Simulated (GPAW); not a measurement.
Consider CdS (Greenockite, P6_3mc).

```xyz
4
Lattice="4.1500 0.0000 0.0000 -2.0750 3.5940 0.0000 0.0000 0.0000 6.7370" Properties=species:S:1:pos:R:3 pbc="T T T"
Cd    2.0750    1.1980    3.3685
Cd    0.0000    2.3960    0.0000
S     2.0750    1.1980    5.8949
S     0.0000    2.3960    2.5264
```

Absorber: atom 3, with 1 Cd at 2.53 Å and 3 Cd at 2.54 Å (tetrahedral, site symmetry 3m). Method: GPAW, PBE, full core hole (charged cell), 12-atom cell with 7.2 Å between holes, 3×3×3 k points, dipole transitions, Gaussian full width 0.9 eV up to 4 eV, rising linearly to 3.5 eV at 25 eV.

The database entry behind the starting cell differs from later determinations by our own check (about 0.35 % long), so it need not match the best structure at ambient conditions.

Where do the maxima of the S K edge fall?

Main maxima up to 24 eV above the zero (height): 2.7 eV (2.23), 4.3 eV (1.97), 6.2 eV (1.76), 8.8 eV (0.78) and 13.6 eV (1.31). A K edge sees empty p states on the absorber. The total-energy difference plus the lowest empty eigenvalue puts the zero at 2482.39 eV. One term is added: -16.94 eV, since the hole is spin-paired here and a spin-polarised one costs that much less in the free atom (computed apart). The photon energy is then 2465.45 eV. The functional and the charged cell's background leave an error of a few eV in such absolute values.

The S K spectrum (energy from the lowest empty level; intensity scaled to a mean of 1 over the first 20 eV; polarised curves are means over the symmetry-equivalent atoms):

```csv
E (eV),isotropic,ε ⊥ c,ε ∥ c
-2.0,0.00,0.00,0.00
-1.5,0.00,0.00,0.00
-1.0,0.00,0.00,0.00
-0.5,0.00,0.00,0.00
0.0,0.00,0.00,0.00
0.5,0.02,0.02,0.03
1.0,0.18,0.18,0.17
1.5,0.44,0.47,0.39
2.0,1.01,1.07,0.88
2.5,2.06,2.06,2.05
3.0,2.06,1.92,2.35
3.5,1.46,1.46,1.47
4.0,1.71,1.81,1.50
4.5,1.92,2.09,1.56
5.0,1.40,1.44,1.31
5.5,1.42,1.33,1.59
6.0,1.72,1.57,2.02
6.5,1.65,1.46,2.04
7.0,1.18,1.10,1.33
7.5,0.77,0.85,0.61
8.0,0.68,0.82,0.40
8.5,0.75,0.90,0.45
9.0,0.77,0.87,0.57
9.5,0.67,0.67,0.69
10.0,0.56,0.47,0.75
10.5,0.54,0.43,0.75
11.0,0.57,0.50,0.71
11.5,0.66,0.62,0.74
12.0,0.81,0.78,0.88
12.5,1.02,1.00,1.07
13.0,1.22,1.22,1.22
13.5,1.30,1.35,1.22
14.0,1.28,1.35,1.13
14.5,1.19,1.27,1.05
15.0,1.11,1.15,1.02
15.5,1.04,1.04,1.03
16.0,0.97,0.94,1.03
16.5,0.90,0.86,1.00
17.0,0.85,0.80,0.94
17.5,0.80,0.76,0.87
18.0,0.76,0.74,0.78
18.5,0.72,0.73,0.69
19.0,0.69,0.72,0.63
19.5,0.68,0.72,0.60
20.0,0.70,0.74,0.62
20.5,0.75,0.79,0.67
21.0,0.82,0.85,0.76
21.5,0.90,0.92,0.86
22.0,0.98,0.98,0.97
22.5,1.05,1.05,1.06
23.0,1.12,1.10,1.14
23.5,1.17,1.15,1.21
24.0,1.21,1.19,1.25
24.5,1.24,1.22,1.27
25.0,1.25,1.24,1.27
25.5,1.25,1.25,1.24
26.0,1.22,1.23,1.21
26.5,1.19,1.19,1.18
27.0,1.15,1.14,1.16
27.5,1.11,1.09,1.16
28.0,1.08,1.04,1.16
28.5,1.07,1.02,1.17
29.0,1.07,1.02,1.17
29.5,1.09,1.05,1.16
30.0,1.10,1.08,1.13
30.5,1.11,1.11,1.09
31.0,1.10,1.13,1.04
31.5,1.08,1.12,0.99
32.0,1.05,1.10,0.95
```

The mesh is coarse (0.35 Å⁻¹ between points), so small maxima may be mesh ripples. The structure is a published determination, not relaxed.

[Banner, clock and machine lines of the logs are left out without a mark of their own.]

[Logs are printed without paths, hosts, clocks, repeated set-up lines and the standing remarks that a program may print on its own settings, such as how far it seeks lower states.]

[Hosts, paths, dates, database ids (printed as entryN), source tags and the programs' standing remarks are cut or masked in the printed files.]

[Lists of maxima count a maximum above −3 eV only where it reaches 4 % of the highest in the window and stands out from its surroundings by 2 % of it (1.5 % where it reaches 55 %); shoulders and weaker maxima are passed over, and of the rest the first, up to two pre-edge ones and the few strongest are named.]
